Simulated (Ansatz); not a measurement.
Here is an Ansatz 0.2.0 calculation.

input.yaml

```yaml
crystal:
  lattice:
    - [0.0, 2.82891, 2.82891]
    - [2.82891, 0.0, 2.82891]
    - [2.82891, 2.82891, 0.0]
  atoms:
    - { symbol: Ge, position: [0.75, 0.75, 0.75] }
    - { symbol: Ge, position: [0.5, 0.5, 0.5] }
kpoints:
  mp_grid: { grid: [6, 6, 6] }
scf:
  occupations: { method: fermi_dirac, width: 0.05 }
hamiltonian:
  xc: pbesol
  pseudopotentials: { kind: all_electron, datasets: crystal }
output:
  forces: true
  stress: true
  eigenvalues: true
```

Potentials or basis: all-electron PAW datasets made for the crystal.

The run is started by

```bash
$ ansatz run input.yaml --threads 2 --pin off --max-ram 8192MiB --backend cpu --events-out ev --progress --plain --runs-dir out
```

Question: Predict the band gap on the k mesh.

Answer: None (metal or under the smearing width).

Question: Predict the pressure.

Answer: 0.7 GPa.

Caveat: the k mesh is thin for a metal, which can move the energy by tens of meV per atom.

**Experimental background.**

“Electronic and optical properties of SixGe1-x-ySny alloys lattice-matched to Ge”, 2021, arxiv:2109.02782 reports, for a bulk crystal of Ge at 293 K: band gap 0.666 eV (indirect).

Measured gap of Ge: 0.666 eV (indirect; 293 K; “Electronic and optical properties of SixGe1-x-ySny alloys lattice-matched to Ge”, 2021, arxiv:2109.02782). This calculation gives 0.00 eV (-0.67 eV). 3 values of this kind are on record (0.666 to 0.807 eV); this one was drawn at random among those near their median. Spin-orbit coupling on Ge is left out. The value is that of PBEsol on a finite k mesh, which can miss the band edges, without temperature or zero-point motion. Semilocal functionals fall short of measured gaps as a rule.
